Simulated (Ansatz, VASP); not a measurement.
**Au: VASP beside Ansatz**

```
Au
1.0
    -1.65727    1.65727    1.65727
     1.65727   -1.65727    1.65727
     1.65727    1.65727   -1.65727
Au
1
Direct
  0.00000 0.00000 0.00000
```

This isn't the form of Au at room conditions, which is fcc.

Alike in both runs: task single point; functional LDA; k mesh 11 × 11 × 11; occupations gaussian, width 0.1 eV; no spin polarisation.

|  | VASP | Ansatz |
| --- | --- | --- |
| version | VASP 6.6.1 | Ansatz 0.2.0 |
| potentials or method | VASP PAW LDA potentials, release 64 (Au), cutoff 520 eV | all-electron LAPW, scalar-relativistic |

```tsv
	VASP	Ansatz	Ansatz less VASP
gap on the k mesh at the Fermi level (eV)	none	none	-
pressure (GPa)	-12.6	-13.0	-0.40
```

A gap of «none» marks a metal or a gap that the smearing closes. Ansatz ran all-electron here, so the differences hold the error of VASP's frozen core and of both bases.

Spin-orbit coupling is left out, which matters for the levels of Au.
